Stretching a metal usually makes it pull back, first gently and then harder. If the metal carries a magnetic moment, the moment can change during the stretch, and the pull changes with it. Zirconium held in the diamond structure is a clear case, because the same crystal was calculated twice: once free to become ferromagnetic, and once with its spins forced to stay paired. The second calculation serves as a control, since its zero moment is imposed.

Diamond-structure Zr, scaled uniformly from each relaxed cell (Ansatz 0.2.0, PBE, plane-wave PAW, 420 eV cutoff, scalar-relativistic). Fermi-Dirac smearing and k mesh are 0.05 eV and 14×14×14 for the ferromagnetic start, 0.1 eV and 10×10×10 for the non-magnetic one. Energies are extrapolated to zero smearing; pressures include the electronic entropy term and are positive in compression.

```csv
volume scale,"energy change, ferromagnetic start (meV/atom)","pressure, ferromagnetic start (GPa)","largest site moment, ferromagnetic start (μB)","energy change, non-magnetic start (meV/atom)","pressure, non-magnetic start (GPa)"
0.88,50.2,4.95,0.34,52.5,5.26
0.92,20.0,2.87,0.36,21.1,3.21
0.96,4.4,1.26,0.39,4.1,1.50
1,0.0,0.00,0.44,0.0,0.01
1.04,4.1,-0.82,0.51,7.4,-1.24
1.08,13.0,-1.39,0.59,24.1,-2.21
1.12,26.4,-1.95,0.66,47.5,-2.95
```

The volume scale is the volume divided by that of the relaxed cell. The energy change is the cost of leaving the relaxed cell. The site moment counts the unpaired spin inside a sphere around one atom, in Bohr magnetons (μB); some further spin lies between the atoms. Ordinary zirconium has the hexagonal close-packed structure and is non-magnetic, so the magnetism here belongs to a hypothetical open crystal. The PBE functional can exaggerate weak metallic magnetism, and the trend of the moment deserves more trust than its size.

## (a) Why does the moment grow as the crystal expands?

**Solution.** In a metal, an electron that flips its spin must find an empty state, and the nearest empty states lie above the filled ones. The flip therefore costs band energy. It also brings a gain, because electrons of equal spin avoid one another and so repel less. Whether a moment forms, and how large it becomes, depends on the balance between this cost and this gain.

An octahedral iron(II) complex shows the same contest in a simpler form. When its ligands move outward, the gap between the lower and upper d orbitals shrinks, and the high-spin state becomes easier to reach. The comparison holds for the balance of cost and gain, but not for the manner of the change. The complex switches between two definite spin states, while the moment of the metal shifts gradually because its levels form a continuous band.

In zirconium the levels in question come mainly from the 4d orbitals. As the atoms move apart, these orbitals overlap less and the band they form becomes narrower. The same number of states is squeezed into a smaller range of energy, so an electron that flips its spin need not climb as far.

The Stoner model puts this into a formula. Let $M$ be the moment per atom in μB, $N$ the number of states per atom, per spin and per electronvolt at the Fermi level, and $I$ the exchange strength in electronvolts. Creating a small moment moves $M/2$ electrons from one spin to the other. The band energy rises by $M^2/(4N)$ and the exchange energy falls by $IM^2/4$, which gives

$$\Delta E=\frac{M^2}{4}\left(\frac{1}{N}-I\right).$$

A moment forms when $IN$ exceeds one. It stops growing when the electrons reach energies where states are sparser and the cost catches up with the gain. The exchange strength is largely a property of the atom and changes little with volume, so expansion acts mainly through $N$.

The size of that effect can be estimated without adjusting any constant. The overlap of d orbitals on neighbouring atoms falls roughly as the fifth power of their distance, and the distance grows as the cube root of the volume $V$. The band width then varies as $V^{-5/3}$ and $N$ as $V^{5/3}$. For the largest cell this gives

$$1.12^{5/3}\approx 1.21,$$

or about 21% more states at the Fermi level than in the relaxed cell.

The non-magnetic calculation offers a way to test this estimate, though not the condition for a moment itself, because $I$ was not calculated. At a fixed smearing, the electronic entropy is roughly proportional to the number of states near the Fermi level. Between scales 1 and 1.12 it rises by 22%, close to the estimate. On compression to 0.88 it falls by only 10%, where the estimate asks for 19%. The simple scaling assumes that the band changes its width but keeps its shape. That cannot hold over the whole range, so the match on expansion supports the narrowing but does not prove it to be the only cause.

The moment follows the same uneven course. From the relaxed cell to scale 1.12 it rises from 0.44 to 0.66 μB, but on compression to 0.88 it falls only to 0.34 μB. It responds more strongly than the number of states, as the model leads one to expect. The moment depends on the difference between two opposing terms, $I$ and $1/N$, and a modest change in one of them alters the difference by a larger fraction. The magnetism fades under compression but does not collapse within this range.

## (b) Why does the ferromagnetic crystal resist expansion less than the non-magnetic one?

**Solution.** At scale 1.12 the non-magnetic crystal has paid 47.5 meV per atom for its expansion, and the ferromagnetic one only 26.4 meV. At scale 0.88 the two costs are nearly equal. Counted from its own relaxed cell, the ferromagnetic crystal is thus much cheaper to stretch, while strong compression costs about the same in both.

The reason is that the ferromagnetic crystal receives a refund while it is stretched. Expansion weakens the bonds and costs energy, but it also makes spin alignment more profitable. The growing moment returns part of the cost. The non-magnetic crystal, with its spins held paired, has to pay in full.

The refund can be followed through the energy by which the ferromagnetic state lies below the non-magnetic one. The two relaxed cells differ in volume by 1.1%, so the non-magnetic energy is first moved to the volume of the ferromagnetic cell with the help of its pressure. This shift is a first-order estimate, so the resulting gains are approximate. They rise from roughly 8 meV per atom at scale 0.88 to roughly 15 meV in the relaxed cell and 43 meV at scale 1.12.

These gains depend on how the smearing is removed from the energies. The non-magnetic calculation used twice the smearing of the ferromagnetic one and a coarser k mesh, and its correction in the relaxed cell is 40 meV per atom, more than the gain itself. Without any correction, the non-magnetic state would even appear lower in that cell, and no runs with matched settings are at hand to check the gap. The growth of the gain is sturdier: over the whole range it is 36 meV with the correction and 25 meV without it. In both versions the gain also rises faster and faster from scale 0.92 onwards, and the explanation needs this quickening. A gain that rose at a steady rate would only enlarge the relaxed cell, without changing the stiffness at a given volume.

A short derivation shows where the softening should be strongest. Write the energy as $E(V,M)$ and let the moment settle at its best value for each volume. If $a$ is the curvature of the energy with respect to $M$, the stiffness against a change of volume becomes

$$\frac{d^2E}{dV^2}=\left(\frac{\partial^2E}{\partial V^2}\right)_M-a\left(\frac{dM}{dV}\right)^2.$$

The first term is the stiffness with the moment held fixed. The second is the refund, and it depends on how fast the moment changes. A crystal with a steady moment gains no softness from this term, however large that moment may be.

The pressures allow a comparison, because a stiff crystal changes its pressure strongly from one row to the next. Between scales 0.88 and 0.92 the pressure falls by 2.08 GPa in the ferromagnetic crystal and by 2.05 GPa in the non-magnetic one. The ferromagnet has a moment here, but the moment barely changes, and there is no softening. Between 1.04 and 1.08 the moment grows fastest, and the pressure falls by only 0.57 GPa against 0.97 GPa. As a ratio, this is the strongest softening in the table. As a difference, which is what the formula describes, the interval from 1 to 1.04 is slightly ahead, with 0.82 GPa against 1.25 GPa.

The last interval follows the rule less well. The moment still grows by 0.07 μB, almost as much as in the interval before, yet the pressure steps of the two crystals move closer together again, to 0.56 and 0.74 GPa. A constant $a$ would have kept more of the softening. The formula also takes a crystal with a fixed moment as its reference, whereas the control has no moment at all. It therefore shows where to look for softening, but does not give its exact amount.

## (c) At scale 0.96 the non-magnetic crystal has the higher pressure but the smaller energy change. How can both be true?

**Solution.** A crystal that pushes back harder should cost more to compress. At scale 0.96 the non-magnetic pressure is 1.50 GPa against 1.26 GPa, yet the energy change is 4.1 meV per atom against 4.4 meV. The non-magnetic energies look odd in another way too. Most solids resist compression more than expansion, but here 4% of compression costs 4.1 meV and 4% of expansion costs 7.4 meV.

Both oddities arise because the pressure and the energy describe slightly different situations. Smearing lets electrons occupy states on both sides of the Fermi level, as heating would, and this gives them entropy. The pressure is the slope of the free energy $F$, which contains that entropy. The printed energy $E_0$ is an extrapolation to zero smearing. With $T$ the smearing temperature and $S$ the entropy, the two are related by

$$E_0\approx F+\tfrac{1}{2}TS.$$

The entropy rises with volume, as part (a) leads one to expect: a narrower band has more states near the Fermi level. The smearing therefore pushes the crystal outward. In the relaxed non-magnetic cell, the pressures that follow from $F$ and from $E_0$ differ by about 0.26 GPa. The relaxation balanced this push against the other forces, so scale 1 marks the minimum of $F$. The minimum of $E_0$ lies at a smaller volume, because this outward push is missing from it.

Seen from scale 1, a compression thus first runs downhill to the minimum of $E_0$ before it climbs, and so looks too cheap. An expansion climbs from the start and looks too costly. The free energies restore the usual order. At scale 0.96 the non-magnetic free energy has risen by 5.7 meV per atom and the ferromagnetic one by 4.7 meV, in line with their pressures. For the non-magnetic crystal, 4% of expansion now costs 4.9 meV, less than the same amount of compression.

The same correction enters the comparison in part (b). At scale 1.12 the non-magnetic crystal has paid 21 meV per atom more than the ferromagnetic one in extrapolated energy, but 13 meV more in free energy. The smearing therefore affects how large the magnetic refund appears. In both measures the crystal whose moment can grow is the easier one to stretch.
